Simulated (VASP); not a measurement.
# KCl (Sylvite) (Fm-3m) in VASP: notebook

One crystal, KCl (Sylvite), is run at these levels: HSE06, HSE03; tasks: band structure.

Program: VASP 6.6.1. These are calculated values, not measurements. Logs are shortened: lines on timing, memory, paths and dates and some standing lists are left out, and cuts for length are marked.

**Measured values to compare with.**

From a printed reference work, monograph, for a bulk crystal of KCl: band gap 8.68 eV.

The runs below are set against these values where they give the same quantity.

## Step 1: The structure

The structure is cubic, space group Fm-3m (No. 225). The conventional cell has a = 6.293 Å, b = 6.293 Å, c = 6.293 Å, α = 90.00°, β = 90.00°, γ = 90.00°. Around K (site symmetry m-3m) lie 6 Cl at 3.15 Å. Cl (site symmetry m-3m) is surrounded by 6 K at 3.15 Å.

## Step 2: Band structure, HSE06

POSCAR

```
KCl
1.0
    0.0000000000      3.1464700000      3.1464700000
    3.1464700000      0.0000000000      3.1464700000
    3.1464700000      3.1464700000      0.0000000000
K Cl
1 1
Direct
    0.0000000000      0.0000000000      0.0000000000
    0.5000000000      0.5000000000      0.5000000000
```

INCAR.step1

```
PREC = Accurate
ENCUT = 520
EDIFF = 1E-5
ISMEAR = 0
SIGMA = 0.02
LREAL = False
LASPH = True
NELM = 60
ALGO = Normal
ISIF = 2
LWAVE = True
LCHARG = False
NBANDS = 15
GGA = PE
KPAR = 4
```

INCAR.step2

```
PREC = Accurate
ENCUT = 520
EDIFF = 1E-7
ISMEAR = 0
SIGMA = 0.02
LREAL = False
LASPH = True
NELM = 60
ALGO = Normal
ISIF = 2
LWAVE = False
LCHARG = False
GGA = PE
LHFCALC = True
HFSCREEN = 0.2
PRECFOCK = Fast
NBANDS = 15
ISTART = 1
KPAR = 4
```

KPOINTS

```
regular mesh
0
Gamma
  6 6 6
```

KPOINTS_OPT

```
path GXWKGLUWLK,UX
12
line-mode
reciprocal
 0.0000000000  0.0000000000  0.0000000000  G
 0.5000000000  0.0000000000  0.5000000000  X

 0.5000000000  0.0000000000  0.5000000000  X
 0.5000000000  0.2500000000  0.7500000000  W

 0.5000000000  0.2500000000  0.7500000000  W
 0.3750000000  0.3750000000  0.7500000000  K

 0.3750000000  0.3750000000  0.7500000000  K
 0.0000000000  0.0000000000  0.0000000000  G

 0.0000000000  0.0000000000  0.0000000000  G
 0.5000000000  0.5000000000  0.5000000000  L

 0.5000000000  0.5000000000  0.5000000000  L
 0.6250000000  0.2500000000  0.6250000000  U

 0.6250000000  0.2500000000  0.6250000000  U
 0.5000000000  0.2500000000  0.7500000000  W

 0.5000000000  0.2500000000  0.7500000000  W
 0.5000000000  0.5000000000  0.5000000000  L

 0.5000000000  0.5000000000  0.5000000000  L
 0.3750000000  0.3750000000  0.7500000000  K

 0.6250000000  0.2500000000  0.6250000000  U
 0.5000000000  0.0000000000  0.5000000000  X
```

Potentials or basis: VASP PAW PBE potentials, release 64 (K_sv, Cl).

Started as:

```bash
$ cat potpaw_PBE.64/K_sv/POTCAR potpaw_PBE.64/Cl/POTCAR > POTCAR
$ cp INCAR.step1 INCAR
$ mpirun -np 4 vasp_std > vasp.out
$ cp INCAR.step2 INCAR
$ mpirun -np 4 vasp_std > vasp.out
```

OUTCAR:

```text
PREC = Accurate
   ENCUT = 520
   EDIFF = 1E-7
   ISMEAR = 0
   LREAL = False
   LASPH = True
   NELM = 60
   ISIF = 2
   GGA = PE
   LHFCALC = True
   HFSCREEN = 0.2
   PRECFOCK = Fast
   ISTART = 1

 ion  position               nearest neighbor table
   1  0.000  0.000  0.000-   2 3.15   2 3.15   2 3.15   2 3.15   2 3.15   2 3.15
   2  0.500  0.500  0.500-   1 3.15   1 3.15   1 3.15   1 3.15   1 3.15   1 3.15

  LATTYP: Found a face centered cubic cell.
 ALAT       =     6.2929400000

  Lattice vectors:

 A1 = (   0.0000000000,   3.1464700000,   3.1464700000)
 A2 = (   3.1464700000,   0.0000000000,   3.1464700000)
 A3 = (   3.1464700000,   3.1464700000,   0.0000000000)

Analysis of symmetry for initial positions (statically):
=====================================================================
 Subroutine PRICEL returns:
 Original cell was already a primitive cell.

 Routine SETGRP: Setting up the symmetry group for a
 face centered cubic supercell.

 Subroutine GETGRP returns: Found 48 space group operations
 (whereof 48 operations were pure point group operations)
 out of a pool of 48 trial point group operations.

The static configuration has the point symmetry O_h .

Analysis of symmetry for dynamics (positions and initial velocities):
=====================================================================
 Subroutine PRICEL returns:
 Original cell was already a primitive cell.

 Routine SETGRP: Setting up the symmetry group for a
 face centered cubic supercell.

 Subroutine GETGRP returns: Found 48 space group operations
 (whereof 48 operations were pure point group operations)
 out of a pool of 48 trial point group operations.

The dynamic configuration has the point symmetry O_h .

 Subroutine INISYM returns: Found 48 space group operations
 (whereof 48 operations are pure point group operations),
 and found     1 'primitive' translations

----------------------------------------------------------------------------------------

                                     Primitive cell

  volume of cell :      62.3018

  direct lattice vectors                    reciprocal lattice vectors
     0.000000000  3.146470000  3.146470000    -0.158908237  0.158908237  0.158908237
     3.146470000  0.000000000  3.146470000     0.158908237 -0.158908237  0.158908237
     3.146470000  3.146470000  0.000000000     0.158908237  0.158908237 -0.158908237

  length of vectors
     4.449780548  4.449780548  4.449780548     0.275237140  0.275237140  0.275237140

  position of ions in fractional coordinates (direct lattice)
     0.000000000  0.000000000  0.000000000
     0.500000000  0.500000000  0.500000000

  ion indices of the primitive-cell ions
   primitive index   ion index
                 1           1
                 2           2

----------------------------------------------------------------------------------------

 KPOINTS: regular mesh

Automatic generation of k-mesh.
 Grid dimensions read from file:
 generate k-points for:    6    6    6

 Generating k-lattice:

  Cartesian coordinates                     Fractional coordinates (reciprocal lattice)
    -0.026484706  0.026484706  0.026484706     0.166666667  0.000000000  0.000000000
     0.026484706 -0.026484706  0.026484706     0.000000000  0.166666667  0.000000000
     0.026484706  0.026484706 -0.026484706     0.000000000  0.000000000  0.166666667

  Length of vectors
     0.045872857  0.045872857  0.045872857

  Shift w.r.t. Gamma in fractional coordinates (k-lattice)
     0.000000000  0.000000000  0.000000000

 Subroutine IBZKPT returns following result:
 ===========================================

 Found     16 irreducible k-points:

 Following reciprocal coordinates:
            Coordinates               Weight
  0.000000  0.000000  0.000000      1.000000
  0.166667  0.000000  0.000000      8.000000
  0.333333  0.000000  0.000000      8.000000
  0.500000  0.000000  0.000000      4.000000
  0.166667  0.166667  0.000000      6.000000
  0.333333  0.166667  0.000000     24.000000
[... 8 lines left out ...]
 -0.333333  0.333333  0.166667     24.000000
 -0.333333  0.500000  0.166667     12.000000
   k-points           NKPTS =     16   k-points in BZ     NKDIM =    216   number of bands    NBANDS=     15
   number of dos      NEDOS =    301   number of ions     NIONS =      2
   total plane-waves  NPLWV =  46656
   dimension x,y,z NGX =    36 NGY =   36 NGZ =   36
   dimension x,y,z NGXF=    72 NGYF=   72 NGZF=   72
   ions per type =               1   1
   NGX,Y,Z   is equivalent  to a cutoff of  13.45, 13.45, 13.45 a.u.
   NGXF,Y,Z  is equivalent  to a cutoff of  26.90, 26.90, 26.90 a.u.
 SYSTEM =  unknown system
   PREC   = accura    normal or accurate (medium, high low for compatibility)
   ISTART =      1    job   : 0-new  1-cont  2-samecut
   ICHARG =      0    charge: 1-file 2-atom 10-const
   ISPIN  =      1    spin polarized calculation?
   LNONCOLLINEAR =      F non collinear calculations
   LSORBIT =      F    spin-orbit coupling
   LASPH  =      T    aspherical Exc in radial PAW
   ENCUT  =  520.0 eV  38.22 Ry    6.18 a.u.   8.27  8.27  8.27*2*pi/ulx,y,z
   NELM   =     60;   NELMIN=  2; NELMDL=  0     # of ELM steps
   EDIFF  = 0.1E-06   stopping-criterion for ELM
   LREAL  =      F    real-space projection
   EDIFFG = 0.1E-05   stopping-criterion for IOM
   NSW    =      0    number of steps for IOM
   IBRION =     -1    ionic relax: 0-MD 1-quasi-New 2-CG
   NFREE  =      0    steps in history (QN), initial steepest desc. (CG)
   ISIF   =      2    stress and relaxation
   ISYM   =      3    0-nonsym 1-usesym 2-fastsym
   POTIM  = 0.5000    time-step for ionic-motion
   TEBEG  =    0.0;   TEEND  =   0.0 temperature during run
   PSTRESS=    0.0 pullay stress
   NELECT =      16.0000    total number of electrons
   NUPDOWN=      -1.0000    fix difference up-down
   EMIN   =  10.00;   EMAX   =-10.00  energy-range for DOS
   EFERMI =   0.00;   METHOD = LEGACY
   ISMEAR =     0;   SIGMA  =   0.02  broadening in eV -4-tet -1-fermi 0-gaus
   EFERMI_NEDOS =   21; number of points for ismear=-14 and -15
   IALGO  =     38    algorithm
   IMIX   =      1    mixing-type and parameters
     AMIX     =   0.40;   BMIX     =  1.00
     AMIX_MAG =   1.60;   BMIX_MAG =  1.00
  volume/ion in A,a.u.               =      31.15       210.22
  Fermi-wavevector in a.u.,A,eV,Ry     =   1.040594  1.966437 14.732871  1.082835
  Thomas-Fermi vector in A             =   2.175177
   LORBIT       =      0    0 simple, 1 ext, 2 COOP (PROOUT), +10 PAW based schemes
   GGA     = PE    functional components
   LHFCALC =     T    Hartree Fock is set to
   PRECFOCK=fast      Normal, Fast or Accurate (Low or Medium for compatibility)
   ENCUT4O =  -1.0   cutoff for four orbital integrals eV
   NKREDX  =     1    reduce k-point grid by
   NKREDY  =     1    reduce k-point grid by
   NKREDZ  =     1    reduce k-point grid by
   AEXX    =    0.2500 exact exchange contribution
   HFSCREEN=    0.2000 screening length (either q_TF or 0.3 A-1)
   HFSCREENC=   0.2000 screening length for correlation (either q_TF or 0.3 A-1)
   ENCUTFOCK=  -1.0 apply spherical cutoff to Coloumb kernel
   IVDW    =     0    specifies the selected vdW correction
   LEPSILON=     F    determine dielectric tensor
   LRPA    =     F    only Hartree local field effects (RPA)
 non-spin polarized calculation
 Gauss-broadening in eV      SIGMA  =   0.02
  energy-cutoff  :      520.00
  volume of cell :       62.30
 maximum number of plane-waves:      1694
 NGX is ok and might be reduce to    36
  NGX = 20; NGY = 20; NGZ = 20

 number of electron      16.0000001 magnetization

 Free energy of the ion-electron system (eV)
  ---------------------------------------------------
  ext. energy  EPLUGINS =         0.00000000
  ---------------------------------------------------
  free energy    TOTEN  =        -7.88131591 eV

  energy without entropy =       -7.88131591  energy(sigma->0) =       -7.88131591

 E-fermi :  -2.6831     XC(G=0):  -6.2957

 val. band max:       -2.8441280313   @ k =   0.0000   0.0000   0.0000
 cond. band min:       3.6748749363   @ k =   0.0000   0.0000   0.0000
 fundamental gap:      6.5190029677
 Fermi energy:        -2.6831144671

 k-point     1 :       0.0000    0.0000    0.0000
  band No.  band energies     occupation
      1     -32.1066      2.00000
      2     -16.1100      2.00000
      3     -14.2144      2.00000
      4     -14.2144      2.00000
      5     -14.2144      2.00000
      6      -2.8441      2.00000
      7      -2.8441      2.00000
      8      -2.8441      2.00000
      9       3.6749      0.00000
     10       7.0963      0.00000
     11       7.0963      0.00000
     12       7.0963      0.00000
     13       8.1044      0.00000
     14       8.1044      0.00000
     15      11.4272      0.00000

 k-point     2 :       0.1667    0.0000    0.0000
  band No.  band energies     occupation
      1     -32.1038      2.00000
      2     -16.1517      2.00000
      3     -14.2161      2.00000
      4     -14.2161      2.00000
      5     -14.1554      2.00000
      6      -3.1628      2.00000
      7      -2.9320      2.00000
      8      -2.9320      2.00000
      9       4.3213      0.00000
     10       6.8711      0.00000
     11       7.4629      0.00000
     12       7.4629      0.00000
     13       8.4946      0.00000
     14       8.4946      0.00000
     15      12.5149      0.00000
[... 221 lines left out ...]
      3     -14.2927      2.00000
      4     -14.2744      2.00000
      5     -14.1101      2.00000
      6      -3.5906      2.00000
      7      -3.3067      2.00000
      8      -3.2161      2.00000
      9       6.5293      0.00000
     10       6.8125      0.00000
     11       8.4591      0.00000
     12       8.8989      0.00000
     13      10.2203      0.00000
     14      10.8009      0.00000
     15      10.8883      0.00000

 k-point    16 :      -0.3333    0.5000    0.1667
  band No.  band energies     occupation
      1     -32.0923      2.00000
      2     -16.0637      2.00000
      3     -14.3385      2.00000
      4     -14.2941      2.00000
      5     -14.1660      2.00000
      6      -3.4521      2.00000
      7      -3.2875      2.00000
      8      -3.2250      2.00000
      9       5.8278      0.00000
     10       7.5584      0.00000
     11       7.7679      0.00000
     12       9.0705      0.00000
     13       9.9349      0.00000
     14      10.8440      0.00000
     15      11.2837      0.00000

------------------------ aborting loop because EDIFF is reached ----------------------------------------

  FORCE on cell =-STRESS in cart. coord.  units (eV):
  Direction    XX          YY          ZZ          XY          YZ          ZX
  --------------------------------------------------------------------------------------
  -------------------------------------------------------------------------------------
  Total        0.1889392      0.1889392      0.1889392      0.0000000     -0.0000000     -0.0000000
  in kB        4.8588313      4.8588313      4.8588313      0.0000000     -0.0000000     -0.0000000
  external PRESSURE =       4.8588313 kB  Pullay stress =       0.0000000 kB

 VOLUME and BASIS-vectors are now :
 -----------------------------------------------------------------------------
  energy-cutoff  :      520.00
  volume of cell :       62.30
      direct lattice vectors                 reciprocal lattice vectors
     0.000000000  3.146470000  3.146470000    -0.158908237  0.158908237  0.158908237
     3.146470000  0.000000000  3.146470000     0.158908237 -0.158908237  0.158908237
     3.146470000  3.146470000  0.000000000     0.158908237  0.158908237 -0.158908237

 POSITION                                       TOTAL-FORCE (eV/Angst)
 -----------------------------------------------------------------------------------
      0.00000      0.00000      0.00000         0.000000      0.000000      0.000000
      3.14647      3.14647      3.14647        -0.000000      0.000000     -0.000000
 -----------------------------------------------------------------------------------
    total drift:                                0.000000      0.000000      0.000000

  FREE ENERGIE OF THE ION-ELECTRON SYSTEM (eV)
  ---------------------------------------------------
  free  energy   TOTEN  =        -7.8813159096 eV

  energy  without entropy=       -7.8813159096  energy(sigma->0) =       -7.88131591
```

Wall time 53 min (4 MPI ranks of Intel Xeon Platinum 8259CL at 2.50GHz (Skylake/Cascade Lake), shared host); peak memory 0.42 GiB.

Results:

- Free energy: -7.8813 eV
- Pressure: 0.5 GPa
- Band gap on the k mesh: 6.52 eV, direct
- Band gap along the path: 6.52 eV, direct

Levels at the corners of the path, in eV from the valence-band top:
```csv
point,band 5,band 6,band 7,band 8,band 9,band 10,band 11,band 12
Γ,-11.37,0.00,0.00,0.00,6.52,9.94,9.94,9.94
X,-11.43,-0.70,-0.24,-0.24,7.92,9.84,11.52,12.05
X,-11.43,-0.70,-0.24,-0.24,7.92,9.84,11.52,12.05
W,-11.29,-0.51,-0.50,-0.50,9.49,9.49,11.01,11.60
W,-11.29,-0.51,-0.50,-0.50,9.49,9.49,11.01,11.60
K,-11.32,-0.60,-0.58,-0.31,8.69,10.55,10.84,11.83
K,-11.32,-0.60,-0.58,-0.31,8.69,10.55,10.84,11.83
Γ,-11.37,0.00,0.00,0.00,6.52,9.94,9.94,9.94
Γ,-11.37,0.00,0.00,0.00,6.52,9.94,9.94,9.94
L,-11.15,-1.10,-0.34,-0.34,8.92,10.12,12.34,12.34
L,-11.15,-1.10,-0.34,-0.34,8.92,10.12,12.34,12.34
U,-11.32,-0.60,-0.58,-0.31,8.69,10.55,10.84,11.83
U,-11.32,-0.60,-0.58,-0.31,8.69,10.55,10.84,11.83
W,-11.29,-0.51,-0.50,-0.50,9.49,9.49,11.01,11.60
W,-11.29,-0.51,-0.50,-0.50,9.49,9.49,11.01,11.60
L,-11.15,-1.10,-0.34,-0.34,8.92,10.12,12.34,12.34
L,-11.15,-1.10,-0.34,-0.34,8.92,10.12,12.34,12.34
K,-11.32,-0.60,-0.58,-0.31,8.69,10.55,10.84,11.83
U,-11.32,-0.60,-0.58,-0.31,8.69,10.55,10.84,11.83
X,-11.43,-0.70,-0.24,-0.24,7.92,9.84,11.52,12.05
```

Caveat: the PAW data sets were made with another functional, which shifts forces and pressure a little.

## Step 3: Band structure, HSE03

POSCAR is that of step 2.

INCAR.step1 is that of step 2.

INCAR.step2: that of step 2 with these lines changed.

```diff
@@ -14,3 +14,3 @@
 LHFCALC = True
-HFSCREEN = 0.2
+HFSCREEN = 0.3
 PRECFOCK = Fast
```

KPOINTS is that of step 2.

KPOINTS_OPT is that of step 2.

Potentials or basis: VASP PAW PBE potentials, release 64 (K_sv, Cl).

Started as:

```bash
$ cat potpaw_PBE.64/K_sv/POTCAR potpaw_PBE.64/Cl/POTCAR > POTCAR
$ cp INCAR.step1 INCAR
$ mpirun -np 4 vasp_std > vasp.out
$ cp INCAR.step2 INCAR
$ mpirun -np 4 vasp_std > vasp.out
```

It took 49 min on 4 MPI ranks of Intel Xeon Platinum 8259CL at 2.50GHz (Skylake/Cascade Lake), shared host; peak memory 0.43 GiB.

Results (log left out):

* Free energy: -7.6929 eV
* Pressure: 0.5 GPa
* Band gap on the k mesh: 6.25 eV, direct
* Band gap along the path: 6.25 eV, direct

Levels at the corners of the path, in eV from the valence-band top:
| point | band 5 | band 6 | band 7 | band 8 | band 9 | band 10 | band 11 | band 12 |
| --- | --- | --- | --- | --- | --- | --- | --- | --- |
| Γ | -11.34 | 0.00 | 0.00 | 0.00 | 6.25 | 9.64 | 9.64 | 9.64 |
| X | -11.40 | -0.69 | -0.24 | -0.24 | 7.64 | 9.55 | 11.23 | 11.73 |
| X | -11.40 | -0.69 | -0.24 | -0.24 | 7.64 | 9.55 | 11.23 | 11.73 |
| W | -11.26 | -0.50 | -0.49 | -0.49 | 9.20 | 9.20 | 10.71 | 11.28 |
| W | -11.26 | -0.50 | -0.49 | -0.49 | 9.20 | 9.20 | 10.71 | 11.28 |
| K | -11.29 | -0.58 | -0.56 | -0.30 | 8.41 | 10.26 | 10.54 | 11.52 |
| K | -11.29 | -0.58 | -0.56 | -0.30 | 8.41 | 10.26 | 10.54 | 11.52 |
| Γ | -11.34 | 0.00 | 0.00 | 0.00 | 6.25 | 9.64 | 9.64 | 9.64 |
| Γ | -11.34 | 0.00 | 0.00 | 0.00 | 6.25 | 9.64 | 9.64 | 9.64 |
| L | -11.12 | -1.08 | -0.33 | -0.33 | 8.65 | 9.83 | 12.02 | 12.02 |
| L | -11.12 | -1.08 | -0.33 | -0.33 | 8.65 | 9.83 | 12.02 | 12.02 |
| U | -11.29 | -0.58 | -0.56 | -0.30 | 8.41 | 10.26 | 10.54 | 11.52 |
| U | -11.29 | -0.58 | -0.56 | -0.30 | 8.41 | 10.26 | 10.54 | 11.52 |
| W | -11.26 | -0.50 | -0.49 | -0.49 | 9.20 | 9.20 | 10.71 | 11.28 |
| W | -11.26 | -0.50 | -0.49 | -0.49 | 9.20 | 9.20 | 10.71 | 11.28 |
| L | -11.12 | -1.08 | -0.33 | -0.33 | 8.65 | 9.83 | 12.02 | 12.02 |
| L | -11.12 | -1.08 | -0.33 | -0.33 | 8.65 | 9.83 | 12.02 | 12.02 |
| K | -11.29 | -0.58 | -0.56 | -0.30 | 8.41 | 10.26 | 10.54 | 11.52 |
| U | -11.29 | -0.58 | -0.56 | -0.30 | 8.41 | 10.26 | 10.54 | 11.52 |
| X | -11.40 | -0.69 | -0.24 | -0.24 | 7.64 | 9.55 | 11.23 | 11.73 |

Caveat: the PAW data sets were made with another functional, which shifts forces and pressure a little.

## Step 4: How close it comes

Step 2. Against the measured gap of KCl, 8.68 eV (a printed reference work, monograph), the calculated 6.52 eV is off by -2.16 eV. The value is that of HSE06, without temperature or zero-point motion.

Step 3. Measured gap of KCl: 8.68 eV (a printed reference work, monograph). This calculation gives 6.25 eV (-2.43 eV). The value is that of HSE03, without temperature or zero-point motion.
